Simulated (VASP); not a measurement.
# VASP 6.6.1, PBE single-point calculation, CdI2 (strained 1T (CdI2) bulk)

INCAR

```
NELM = 120
PREC = Accurate
GGA = PE
EDIFF = 1E-7
LCHARG = .FALSE.
LREAL = .FALSE.
SIGMA = 0.02
NSW = 0
ENCUT = 520
IBRION = -1
LWAVE = .FALSE.
NBANDS = 20
ISIF = 2
ISMEAR = -1
LASPH = .TRUE.
```

KPOINTS

```
KPOINTS created by Atomic Simulation Environment
0
Gamma
12 12 4
0 0 0
```

KPOINTS_OPT

```
special points
8
Reciprocal
0.0000000000 0.0000000000 0.0000000000 1
0.5000000000 0.0000000000 0.0000000000 1
0.3333333333 0.3333333333 0.0000000000 1
0.0000000000 0.0000000000 0.5000000000 1
0.5000000000 0.0000000000 0.5000000000 1
0.3333333333 0.3333333333 0.5000000000 1
-0.0989580000 0.0989580000 0.2500000000 1
0.0000000000 0.4609380000 0.3697920000 1
```

POSCAR

```
Cd I
 1.0000000000000000
     4.2045386411081394   -0.0000000000288675    0.0000000000000000
    -2.1022693205290697    3.6412372744073851    0.0000000000000000
     0.0000000000000000    0.0000000000000000    6.9403280835999999
 Cd  I
   1   2
Cartesian
 -0.0000000000000000  0.0000000000000000  0.0000000000000000
  0.0000000000166667  2.4274915162619672  1.7378949497920082
  2.1022693205624030  1.2137457581165501  5.2024331338079914
```

VASP ran with the recommended PBE PAW datasets (26 valence electrons in the cell).

Command

```
mpirun -np 1 vasp_std
```

OSZICAR

```
N       E                     dE             d eps       ncg     rms          rms(c)
DAV:   1     0.161287735075E+03    0.16129E+03   -0.11509E+04  2768   0.111E+03
DAV:   2     0.390724332074E+01   -0.15738E+03   -0.15231E+03  3280   0.249E+02
DAV:   3    -0.565187832885E+01   -0.95591E+01   -0.95256E+01  3328   0.611E+01
DAV:   4    -0.580242697438E+01   -0.15055E+00   -0.15052E+00  3760   0.739E+00
DAV:   5    -0.580375346058E+01   -0.13265E-02   -0.13265E-02  3264   0.695E-01    0.644E+00
DAV:   6    -0.550002015855E+01    0.30373E+00   -0.56629E-01  2972   0.759E+00    0.536E+00
DAV:   7    -0.547624475205E+01    0.23775E-01   -0.19572E-01  3144   0.270E+00    0.214E+00
DAV:   8    -0.547607905762E+01    0.16569E-03   -0.25440E-02  3036   0.171E+00    0.419E-01
DAV:   9    -0.547596568705E+01    0.11337E-03   -0.24269E-03  3176   0.518E-01    0.143E-01
DAV:  10    -0.547599901678E+01   -0.33330E-04   -0.28434E-04  3120   0.157E-01    0.389E-02
DAV:  11    -0.547600656285E+01   -0.75461E-05   -0.28480E-05  3204   0.451E-02    0.196E-02
DAV:  12    -0.547600765309E+01   -0.10902E-05   -0.32463E-06  3184   0.174E-02    0.111E-02
DAV:  13    -0.547600760846E+01    0.44626E-07   -0.14355E-06  3100   0.945E-03    0.200E-03
DAV:  14    -0.547600744248E+01    0.16598E-06   -0.20034E-07  2628   0.496E-03    0.617E-04
DAV:  15    -0.547600741681E+01    0.25670E-07   -0.32632E-08  1708   0.102E-03
   1 F= -.54760074E+01 E0= -.54760074E+01  d E =-.106144E-11
       N       E                     dE             ncg
DAV:   1     0.442147955346E+04   -0.41546E+04      320
DAV:   2     0.316523978965E+04   -0.12562E+04      368
DAV:   3     0.308878081648E+04   -0.76459E+02      388
DAV:   4     0.308752527613E+04   -0.12555E+01      428
DAV:   5     0.308751152755E+04   -0.13749E-01      376
DAV:   6     0.308751102371E+04   -0.50384E-03      452
DAV:   7     0.308751101779E+04   -0.59146E-05      372
DAV:   8     0.308751101758E+04   -0.21426E-06      316
DAV:   9     0.308751101757E+04   -0.86611E-08      248
```

From OUTCAR

```
k-points           NKPTS =     69   k-points in BZ     NKDIM =     69   number of bands    NBANDS=     20

   NELECT =      26.0000    total number of electrons

   dimension x,y,z NGX =    32 NGY =   32 NGZ =   54
   dimension x,y,z NGXF=    64 NGYF=   64 NGZF=  108

  energy-cutoff  :      520.00
  volume of cell :      106.25
      direct lattice vectors                 reciprocal lattice vectors
     4.204538641 -0.000000000  0.000000000     0.237838223  0.137315962  0.000000000
    -2.102269321  3.641237274  0.000000000     0.000000000  0.274631924  0.000000000
     0.000000000  0.000000000  6.940328084     0.000000000  0.000000000  0.144085407

 k-points in reciprocal lattice and weights: KPOINTS created by Atomic Simulation Env
   0.00000000  0.00000000  0.00000000       0.002
   0.08333333 -0.00000000  0.00000000       0.010
   0.16666667 -0.00000000  0.00000000       0.010
   0.25000000 -0.00000000  0.00000000       0.010
   0.33333333 -0.00000000  0.00000000       0.010
   0.41666667 -0.00000000  0.00000000       0.010
   0.50000000 -0.00000000  0.00000000       0.005
   0.08333333  0.08333333  0.00000000       0.010
   ...

 E-fermi :   2.6106

 k-point     1 :       0.0000    0.0000    0.0000
  band No.  band energies     occupation
      1     -10.0646      2.00000
      2      -9.3764      2.00000
      3      -5.5119      2.00000
      4      -5.5119      2.00000
      5      -5.3997      2.00000
      6      -5.3133      2.00000
      7      -5.3133      2.00000
      8      -1.7382      2.00000
      9       1.8337      2.00000
     10       1.8337      2.00000
     11       1.8632      2.00000
     12       1.9900      2.00000
     13       1.9900      2.00000
     14       4.6120      0.00000
     15       6.6296      0.00000
     16       8.5116      0.00000
     17       8.5116      0.00000
     18      10.3923      0.00000
     19      11.1538      0.00000
     20      11.2998      0.00000

 k-point     2 :       0.0833   -0.0000    0.0000
  band No.  band energies     occupation
      1     -10.0285      2.00000
      2      -9.3693      2.00000
      3      -5.5061      2.00000
      4      -5.4957      2.00000
      5      -5.3920      2.00000
      6      -5.3152      2.00000
      7      -5.3126      2.00000
      8      -1.7015      2.00000
      9       1.4027      2.00000
     10       1.6675      2.00000
     11       1.7274      2.00000
     12       1.9580      2.00000
     13       2.0607      2.00000
     14       4.9242      0.00000
     15       6.9225      0.00000
     16       8.1632      0.00000
     17       8.6096      0.00000
     18      10.5508      0.00000
     19      10.6979      0.00000
     20      11.0620      0.00000

 k-point     3 :       0.1667   -0.0000    0.0000
  band No.  band energies     occupation
      1      -9.9261      2.00000
      2      -9.3505      2.00000
      3      -5.4923      2.00000
      4      -5.4532      2.00000
      5      -5.3692      2.00000
      6      -5.3184      2.00000
      7      -5.3082      2.00000
      8      -1.6028      2.00000
      9       0.6472      2.00000
     10       1.2253      2.00000
     11       1.3858      2.00000
     12       1.9231      2.00000
     13       2.0924      2.00000
     14       5.4154      0.00000
     15       7.2736      0.00000
     16       7.9813      0.00000
     17       8.8015      0.00000
     18       9.7982      0.00000
     19      10.2952      0.00000
     20      11.2018      0.00000

 k-point     4 :       0.2500   -0.0000    0.0000
  band No.  band energies     occupation
      1      -9.7753      2.00000
      2      -9.3272      2.00000
      3      -5.4793      2.00000
      4      -5.4128      2.00000
      5      -5.3330      2.00000
      6      -5.3061      2.00000
      7      -5.2955      2.00000
      8      -1.4954      2.00000
      9      -0.0439      2.00000
     10       0.6236      2.00000
     11       1.0915      2.00000
     12       1.8539      2.00000
     13       2.0666      2.00000
     14       5.4456      0.00000
     15       7.2134      0.00000
     16       8.4435      0.00000
     17       8.8672      0.00000
     18       9.2176      0.00000
     19      10.1780      0.00000
     20      11.0998      0.00000

 k-point     5 :       0.3333   -0.0000    0.0000
  band No.  band energies     occupation
      1      -9.6067      2.00000
      2      -9.3106      2.00000
      3      -5.4734      2.00000
      4      -5.4032      2.00000
      5      -5.3188      2.00000
      6      -5.2745      2.00000
      7      -5.2364      2.00000
      8      -1.5166      2.00000
      9      -0.4523      2.00000
     10       0.1512      2.00000
     11       0.8406      2.00000
     12       1.6962      2.00000
     13       2.0181      2.00000
     14       5.1147      0.00000
     15       7.2060      0.00000
     16       8.3306      0.00000
     17       8.7729      0.00000
     18       9.2007      0.00000
     19      10.6950      0.00000
     20      11.2143      0.00000

 k-point     6 :       0.4167   -0.0000    0.0000
  band No.  band energies     occupation
      1      -9.4579      2.00000
      2      -9.3149      2.00000
      3      -5.4730      2.00000
      4      -5.4090      2.00000
      5      -5.3117      2.00000
      6      -5.2544      2.00000
      7      -5.1672      2.00000
      8      -1.6828      2.00000
      9      -0.6441      2.00000
     10       0.0114      2.00000
     11       0.6735      2.00000
     12       1.4732      2.00000
     13       1.9769      2.00000
     14       4.8425      0.00000
     15       7.1209      0.00000
     16       8.0806      0.00000
     17       8.6577      0.00000
     18       9.4101      0.00000
     19      11.0525      0.00000
     20      11.6219      0.00000

 k-point     7 :       0.5000   -0.0000    0.0000
  band No.  band energies     occupation
      1      -9.3610      2.00000
      2      -9.3569      2.00000
      3      -5.4735      2.00000
      4      -5.4129      2.00000
      5      -5.3094      2.00000
      6      -5.2463      2.00000
      7      -5.1394      2.00000
      8      -1.7683      2.00000
      9      -0.7332      2.00000
     10       0.0512      2.00000
     11       0.6151      2.00000
     12       1.3491      2.00000
     13       1.9612      2.00000
     14       4.7488      0.00000
     15       7.0751      0.00000
     16       7.9886      0.00000
     17       8.6112      0.00000
     18       9.4995      0.00000
     19      11.2443      0.00000
     20      11.6887      0.00000

 k-point     8 :       0.0833    0.0833    0.0000
  band No.  band energies     occupation
      1      -9.9592      2.00000
      2      -9.3563      2.00000
      3      -5.4967      2.00000
      4      -5.4651      2.00000
      5      -5.3777      2.00000
      6      -5.3173      2.00000
      7      -5.3103      2.00000
      8      -1.6334      2.00000
      9       0.9416      2.00000
     10       1.1261      2.00000
     11       1.7439      2.00000
     12       1.8859      2.00000
     13       2.0154      2.00000
     14       5.3180      0.00000
     15       7.3805      0.00000
     16       7.7764      0.00000
     17       8.7505      0.00000
     18      10.0875      0.00000
     19      10.3358      0.00000
     20      11.0971      0.00000

 k-point     9 :       0.1667    0.0833    0.0000
  band No.  band energies     occupation
      1      -9.8325      2.00000
      2      -9.3350      2.00000
      3      -5.4833      2.00000
      4      -5.4184      2.00000
      5      -5.3521      2.00000
      6      -5.3145      2.00000
      7      -5.3013      2.00000
      8      -1.5261      2.00000
      9       0.2710      2.00000
     10       0.6369      2.00000
     11       1.4083      2.00000
     12       1.7893      2.00000
     13       2.0087      2.00000
     14       5.5604      0.00000
     15       7.4478      0.00000
     16       8.1273      0.00000
     17       8.8088      0.00000
     18       9.4683      0.00000
     19       9.8910      0.00000
     20      11.3024      0.00000

 k-point    10 :       0.2500    0.0833    0.0000
  band No.  band energies     occupation
      1      -9.6725      2.00000
      2      -9.3142      2.00000
      3      -5.4722      2.00000
      4      -5.3953      2.00000
      5      -5.3249      2.00000
      6      -5.2884      2.00000
      7      -5.2711      2.00000
      8      -1.4741      2.00000
      9      -0.2635      2.00000
     10       0.2326      2.00000
     11       0.9914      2.00000
     12       1.6902      2.00000
     13       1.9406      2.00000
     14       5.3438      0.00000
     15       7.4726      0.00000
     16       8.4931      0.00000
     17       8.7583      0.00000
     18       9.1208      0.00000
     19      10.0841      0.00000
     20      11.2950      0.00000

 ...

  Total        1.5339117      1.5339117      1.1423268     -0.0000000      0.0000000     -0.0000000
  in kB       23.1293595     23.1293595     17.2247769     -0.0000000      0.0000000     -0.0000000
  external PRESSURE =      21.1611653 kB  Pullay stress =       0.0000000 kB

 POSITION                                       TOTAL-FORCE (eV/Angst)
 -----------------------------------------------------------------------------------
      0.00000      0.00000      0.00000         0.000000      0.000000      0.000000
      0.00000      2.42749      1.73789        -0.000000      0.000000      0.094358
      2.10227      1.21375      5.20243        -0.000000     -0.000000     -0.094358
 -----------------------------------------------------------------------------------
    total drift:                               -0.000000     -0.000000     -0.000000

  FREE ENERGIE OF THE ION-ELECTRON SYSTEM (eV)
  ---------------------------------------------------
  free  energy   TOTEN  =        -5.4760074168 eV

  energy  without entropy=       -5.4760074168  energy(sigma->0) =       -5.47600742
```

The gap between bands v and c is 2.27 eV, the least direct gap is 2.62 eV and the pressure is 2.1 GPa. The largest force is 0.09 eV/Å.

Band v is the last that the valence electrons fill when counted band by band, and c is the next.

The run took about 2 min on one core of a shared host (Intel Xeon Platinum 8488C) and held 0.36 GiB at most.
